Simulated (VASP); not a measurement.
# LiCl (P-6m2) in VASP: single point with PBE

Aim: the single point of LiCl with PBE.

All numbers are computed with VASP 6.6.1; they aren't measurements. Logs are shortened: lines on timing, memory, paths and dates and some standing lists are left out, and cuts for length are marked.

## Step 1: The crystal as given

Symmetry: P-6m2, No. 187, hexagonal system. The conventional cell has a = 3.587 Å, b = 3.587 Å, c = 25.604 Å, α = 90.00°, β = 90.00°, γ = 120.00°. Li (site symmetry 3m) is surrounded by 6 Cl at 2.56 Å. Li (site symmetry 3m) has 6 Cl at 2.64 Å as nearest neighbours. Li (site symmetry 3m) is surrounded by 6 Cl at 2.64 Å. Li (site symmetry -6m2) is surrounded by 6 Cl at 2.64 Å. Around Li (site symmetry -6m2) lie 6 Cl at 2.64 Å. Cl (site symmetry 3m) has 6 Li at 2.56 to 2.64 Å as nearest neighbours. Around Cl (site symmetry 3m) lie 6 Li at 2.64 Å. Cl (site symmetry 3m) has 6 Li at 2.64 Å as nearest neighbours.

The cell was built by a generator and needn't be a form met in nature.

## Step 2: Single point, PBE

File INCAR:

```
SYSTEM = LiCl
PREC = Accurate
ENCUT = 520
EDIFF = 1E-7
ISMEAR = 0
SIGMA = 0.02
LREAL = Auto
LASPH = .TRUE.
NELM = 100
ALGO = Fast
ISIF = 2
LWAVE = .FALSE.
LCHARG = .FALSE.
GGA = PE
NBANDS = 54
```

File KPOINTS:

```
regular mesh
0
G
  9 9 2
  0 0 0
```

File POSCAR:

```
LiCl
1.0
    3.5868733237      0.0000000000      0.0000000000
   -1.7934366619      3.1063234185      0.0000000000
    0.0000000000      0.0000000000     25.6037239732
Li Cl
8 8
Direct
    0.0000000000      0.0000000000     -0.0027384376
    0.3333333333      0.6666666667      0.1195249588
    0.0000000000      0.0000000000      0.2472589394
    0.3333333333      0.6666666667      0.3750000000
    0.0000000000      0.0000000000      0.5027410606
    0.3333333333      0.6666666667      0.6304750412
    0.0000000000      0.0000000000      0.7527384376
    0.6666666667      0.3333333333      0.8750000000
    0.6666666667      0.3333333333      0.0557513193
    0.6666666667      0.3333333333      0.1833849548
    0.6666666667      0.3333333333      0.3111290599
    0.6666666667      0.3333333333      0.4388709401
    0.6666666667      0.3333333333      0.5666150452
    0.6666666667      0.3333333333      0.6942486807
    0.3333333333      0.6666666667      0.8112341590
    0.3333333333      0.6666666667      0.9387658410
```

Potentials or basis: VASP PAW PBE potentials, release 64 (Li_sv, Cl).

Command:

```
> cat potpaw_PBE.64/Li_sv/POTCAR potpaw_PBE.64/Cl/POTCAR > POTCAR
> mpirun -np 1 vasp_std > vasp.out
```

OUTCAR:

```text
SYSTEM = LiCl
   PREC = Accurate
   ENCUT = 520
   EDIFF = 1E-7
   ISMEAR = 0
   LREAL = Auto
   LASPH = .TRUE.
   NELM = 100
   ISIF = 2
   GGA = PE

 ion  position               nearest neighbor table
   1  0.000  0.000  0.997-   9 2.56   9 2.56   9 2.56  16 2.56  16 2.56  16 2.56
   2  0.333  0.667  0.120-
   3  0.000  0.000  0.247-
   4  0.333  0.667  0.375-
   5  0.000  0.000  0.503-
   6  0.333  0.667  0.630-
   7  0.000  0.000  0.753-  14 2.56  14 2.56  14 2.56  15 2.56  15 2.56  15 2.56
   8  0.667  0.333  0.875-
   9  0.667  0.333  0.056-   1 2.56   1 2.56   1 2.56
  10  0.667  0.333  0.183-
  11  0.667  0.333  0.311-
  12  0.667  0.333  0.439-
  13  0.667  0.333  0.567-
  14  0.667  0.333  0.694-   7 2.56   7 2.56   7 2.56
  15  0.333  0.667  0.811-   7 2.56   7 2.56   7 2.56
  16  0.333  0.667  0.939-   1 2.56   1 2.56   1 2.56

  LATTYP: Found a hexagonal cell.
 ALAT       =     3.5868733237
 C/A-ratio  =     7.1381734627

  Lattice vectors:

 A1 = (   3.5868733237,   0.0000000000,   0.0000000000)
 A2 = (  -1.7934366619,   3.1063234185,   0.0000000000)
 A3 = (   0.0000000000,   0.0000000000,  25.6037239732)

Analysis of symmetry for initial positions (statically):
=====================================================================
 Subroutine PRICEL returns:
 Original cell was already a primitive cell.

 Routine SETGRP: Setting up the symmetry group for a
 hexagonal supercell.

 Subroutine GETGRP returns: Found 12 space group operations
 (whereof  6 operations were pure point group operations)
 out of a pool of 24 trial point group operations.

The static configuration has the point symmetry C_3v.
 The point group associated with its full space group is D_3h.

Analysis of symmetry for dynamics (positions and initial velocities):
=====================================================================
 Subroutine PRICEL returns:
 Original cell was already a primitive cell.

 Routine SETGRP: Setting up the symmetry group for a
 hexagonal supercell.

 Subroutine GETGRP returns: Found 12 space group operations
 (whereof  6 operations were pure point group operations)
 out of a pool of 24 trial point group operations.

The dynamic configuration has the point symmetry C_3v.
 The point group associated with its full space group is D_3h.

 Subroutine INISYM returns: Found 12 space group operations
 (whereof  6 operations are pure point group operations),
 and found     1 'primitive' translations

----------------------------------------------------------------------------------------

                                     Primitive cell

  volume of cell :     285.2764

  direct lattice vectors                    reciprocal lattice vectors
     3.586873324  0.000000000  0.000000000     0.278794345  0.160961990  0.000000000
    -1.793436662  3.106323419  0.000000000     0.000000000  0.321923981  0.000000000
     0.000000000  0.000000000 25.603723973     0.000000000  0.000000000  0.039056818

  length of vectors
     3.586873324  3.586873324 25.603723973     0.321923981  0.321923981  0.039056818

  position of ions in fractional coordinates (direct lattice)
     0.000000000  0.000000000  0.997261562
     0.333333333  0.666666667  0.119524959
     0.000000000  0.000000000  0.247258939
     0.333333333  0.666666667  0.375000000
     0.000000000  0.000000000  0.502741061
     0.333333333  0.666666667  0.630475041
[... 8 lines left out ...]
     0.333333333  0.666666667  0.811234159
     0.333333333  0.666666667  0.938765841

  ion indices of the primitive-cell ions
   primitive index   ion index
                 1           1
                 2           2
                 3           3
                 4           4
                 5           5
                 6           6
[... 8 lines left out ...]
                15          15
                16          16

----------------------------------------------------------------------------------------

 KPOINTS: regular mesh

Automatic generation of k-mesh.
 Grid dimensions read from file:
 generate k-points for:    9    9    2

 Generating k-lattice:

  Cartesian coordinates                     Fractional coordinates (reciprocal lattice)
     0.030977149  0.017884666  0.000000000     0.111111111 -0.000000000  0.000000000
     0.000000000  0.035769331  0.000000000     0.000000000  0.111111111  0.000000000
     0.000000000  0.000000000  0.019528409     0.000000000  0.000000000  0.500000000

  Length of vectors
     0.035769331  0.035769331  0.019528409

  Shift w.r.t. Gamma in fractional coordinates (k-lattice)
     0.000000000  0.000000000  0.000000000

 Subroutine IBZKPT returns following result:
 ===========================================

 Found     24 irreducible k-points:

 Following reciprocal coordinates:
            Coordinates               Weight
  0.000000  0.000000  0.000000      1.000000
  0.111111 -0.000000  0.000000      6.000000
  0.222222  0.000000  0.000000      6.000000
  0.333333  0.000000  0.000000      6.000000
  0.444444  0.000000  0.000000      6.000000
  0.111111  0.111111  0.000000      6.000000
[... 16 lines left out ...]
  0.333333  0.222222  0.500000     12.000000
  0.333333  0.333333  0.500000      2.000000
   k-points           NKPTS =     24   k-points in BZ     NKDIM =     24   number of bands    NBANDS=     54
   number of dos      NEDOS =    301   number of ions     NIONS =     16
   total plane-waves  NPLWV = 150528
   dimension x,y,z NGX =    28 NGY =   28 NGZ =  192
   dimension x,y,z NGXF=    56 NGYF=   56 NGZF=  384
   ions per type =               8   8
   NGX,Y,Z   is equivalent  to a cutoff of  12.98, 12.98, 12.47 a.u.
   NGXF,Y,Z  is equivalent  to a cutoff of  25.96, 25.96, 24.93 a.u.
 SYSTEM =  LiCl
   PREC   = accura    normal or accurate (medium, high low for compatibility)
   ISTART =      0    job   : 0-new  1-cont  2-samecut
   ICHARG =      2    charge: 1-file 2-atom 10-const
   ISPIN  =      1    spin polarized calculation?
   LNONCOLLINEAR =      F non collinear calculations
   LSORBIT =      F    spin-orbit coupling
   LASPH  =      T    aspherical Exc in radial PAW
   ENCUT  =  520.0 eV  38.22 Ry    6.18 a.u.   6.67  6.67 47.61*2*pi/ulx,y,z
   NELM   =    100;   NELMIN=  2; NELMDL= -5     # of ELM steps
   EDIFF  = 0.1E-06   stopping-criterion for ELM
   LREAL  =      T    real-space projection
   EDIFFG = 0.1E-05   stopping-criterion for IOM
   NSW    =      0    number of steps for IOM
   IBRION =     -1    ionic relax: 0-MD 1-quasi-New 2-CG
   NFREE  =      0    steps in history (QN), initial steepest desc. (CG)
   ISIF   =      2    stress and relaxation
   ISYM   =      2    0-nonsym 1-usesym 2-fastsym
   POTIM  = 0.5000    time-step for ionic-motion
   TEBEG  =    0.0;   TEEND  =   0.0 temperature during run
   PSTRESS=    0.0 pullay stress
   NELECT =      80.0000    total number of electrons
   NUPDOWN=      -1.0000    fix difference up-down
   EMIN   =  10.00;   EMAX   =-10.00  energy-range for DOS
   EFERMI =   0.00;   METHOD = LEGACY
   ISMEAR =     0;   SIGMA  =   0.02  broadening in eV -4-tet -1-fermi 0-gaus
   EFERMI_NEDOS =   21; number of points for ismear=-14 and -15
   IALGO  =     68    algorithm
   IMIX   =      4    mixing-type and parameters
     AMIX     =   0.40;   BMIX     =  1.00
     AMIX_MAG =   1.60;   BMIX_MAG =  1.00
  volume/ion in A,a.u.               =      17.83       120.32
  Fermi-wavevector in a.u.,A,eV,Ry     =   1.071559  2.024953 15.622745  1.148239
  Thomas-Fermi vector in A             =   2.207303
   LORBIT       =      0    0 simple, 1 ext, 2 COOP (PROOUT), +10 PAW based schemes
   GGA     = PE    functional components
   LHFCALC =     F    Hartree Fock is set to
   AEXX    =    0.0000 exact exchange contribution
   IVDW    =     0    specifies the selected vdW correction
   LEPSILON=     F    determine dielectric tensor
   LRPA    =     F    only Hartree local field effects (RPA)
 non-spin polarized calculation
 RMM-DIIS sequential band-by-band and
 Gauss-broadening in eV      SIGMA  =   0.02
  energy-cutoff  :      520.00
  volume of cell :      285.28
 maximum number of plane-waves:      7751
 NGX is ok and might be reduce to    28
   NGX = 13   NGY = 13   NGZ = 95

 number of electron      79.9999954 magnetization

 Free energy of the ion-electron system (eV)
  ---------------------------------------------------
  ext. energy  EPLUGINS =         0.00000000
  ---------------------------------------------------
  free energy    TOTEN  =       -57.84986958 eV

  energy without entropy =      -57.84986958  energy(sigma->0) =      -57.84986958

 E-fermi :   0.7743     XC(G=0):  -8.4567

 val. band max:        0.6298389038   @ k =   0.3333   0.3333   0.0000
 cond. band min:       6.0109774681   @ k =   0.0000   0.0000   0.0000
 fundamental gap:      5.3811385643
 Fermi energy:         0.7742791853

 k-point     1 :       0.0000    0.0000    0.0000
  band No.  band energies     occupation
      1     -43.6121      2.00000
      2     -43.6116      2.00000
      3     -43.6113      2.00000
      4     -43.6061      2.00000
      5     -43.6061      2.00000
      6     -43.6005      2.00000
[... 44 lines left out ...]
     51      10.2900      0.00000
     52      10.5226      0.00000

 k-point     2 :       0.1111   -0.0000    0.0000
  band No.  band energies     occupation
      1     -43.6119      2.00000
      2     -43.6114      2.00000
      3     -43.6111      2.00000
      4     -43.6058      2.00000
      5     -43.6058      2.00000
      6     -43.6003      2.00000
[... 44 lines left out ...]
     51      10.2995      0.00000
     52      10.3612      0.00000

 k-point     3 :       0.2222    0.0000    0.0000
  band No.  band energies     occupation
      1     -43.6113      2.00000
      2     -43.6108      2.00000
      3     -43.6106      2.00000
      4     -43.6053      2.00000
      5     -43.6053      2.00000
      6     -43.5997      2.00000
[... 44 lines left out ...]
     51       9.3946      0.00000
     52       9.5881      0.00000
[... 1046 lines left out ...]
 k-point    23 :       0.3333    0.2222    0.5000
  band No.  band energies     occupation
      1     -43.6099      2.00000
      2     -43.6096      2.00000
      3     -43.6096      2.00000
      4     -43.6041      2.00000
      5     -43.6041      2.00000
      6     -43.5985      2.00000
[... 44 lines left out ...]
     51       9.6538      0.00000
     52       9.8780      0.00000

 k-point    24 :       0.3333    0.3333    0.5000
  band No.  band energies     occupation
      1     -43.6098      2.00000
      2     -43.6095      2.00000
      3     -43.6095      2.00000
      4     -43.6040      2.00000
      5     -43.6040      2.00000
      6     -43.5984      2.00000
[... 44 lines left out ...]
     51      10.1375      0.00000
     52      10.4081      0.00000
 [bands above 52 left out]

------------------------ aborting loop because EDIFF is reached ----------------------------------------

  FORCE on cell =-STRESS in cart. coord.  units (eV):
  Direction    XX          YY          ZZ          XY          YZ          ZX
  --------------------------------------------------------------------------------------
  -------------------------------------------------------------------------------------
  Total       -0.1936992     -0.1936992     -0.1804527      0.0000000      0.0000000      0.0000000
  in kB       -1.0878590     -1.0878590     -1.0134638      0.0000000      0.0000000      0.0000000
  external PRESSURE =      -1.0630606 kB  Pullay stress =       0.0000000 kB

 VOLUME and BASIS-vectors are now :
 -----------------------------------------------------------------------------
  energy-cutoff  :      520.00
  volume of cell :      285.28
      direct lattice vectors                 reciprocal lattice vectors
     3.586873324  0.000000000  0.000000000     0.278794345  0.160961990  0.000000000
    -1.793436662  3.106323419  0.000000000     0.000000000  0.321923981  0.000000000
     0.000000000  0.000000000 25.603723973     0.000000000  0.000000000  0.039056818

 POSITION                                       TOTAL-FORCE (eV/Angst)
 -----------------------------------------------------------------------------------
      0.00000      0.00000     25.53361        -0.000000      0.000000     -0.002050
     -0.00000      2.07088      3.06028         0.000000     -0.000000      0.000633
      0.00000      0.00000      6.33075        -0.000000      0.000000     -0.001622
     -0.00000      2.07088      9.60140         0.000000     -0.000000      0.000000
      0.00000      0.00000     12.87204        -0.000000      0.000000      0.001622
     -0.00000      2.07088     16.14251         0.000000     -0.000000     -0.000633
[... 8 lines left out ...]
     -0.00000      2.07088     20.77062        -0.000000      0.000000     -0.000453
     -0.00000      2.07088     24.03590        -0.000000      0.000000      0.000453
 -----------------------------------------------------------------------------------
    total drift:                                0.000000     -0.000000     -0.000000

  FREE ENERGIE OF THE ION-ELECTRON SYSTEM (eV)
  ---------------------------------------------------
  free  energy   TOTEN  =       -57.8498695776 eV

  energy  without entropy=      -57.8498695776  energy(sigma->0) =      -57.84986958
```

Run time: 19 min. Hardware: 1 thread of Intel Xeon Platinum 8488C (Sapphire Rapids), shared host; peak memory 0.48 GiB.

Results:

- Free energy: -57.8499 eV
- Band gap on the k mesh: 5.38 eV, indirect (least direct gap 5.43 eV)

Forces on the atoms (eV/Å):
```
Li   0.000  0.000 -0.002
Li   0.000  0.000  0.001
Li   0.000  0.000 -0.002
Li   0.000  0.000  0.000
Li   0.000  0.000  0.002
Li   0.000  0.000 -0.001
Li   0.000  0.000  0.002
Li   0.000  0.000  0.000
Cl   0.000  0.000  0.000
Cl   0.000  0.000 -0.001
Cl   0.000  0.000  0.000
Cl   0.000  0.000  0.000
Cl   0.000  0.000  0.001
Cl   0.000  0.000  0.000
Cl   0.000  0.000  0.000
Cl   0.000  0.000  0.000
```

Caveat: the cutoff is under 1.25 times the usual one of these potentials, so pressure, stress and relaxed cells hold a basis-set (Pulay) error; an odd mesh through Γ misses points on the zone boundary, where band edges often lie.
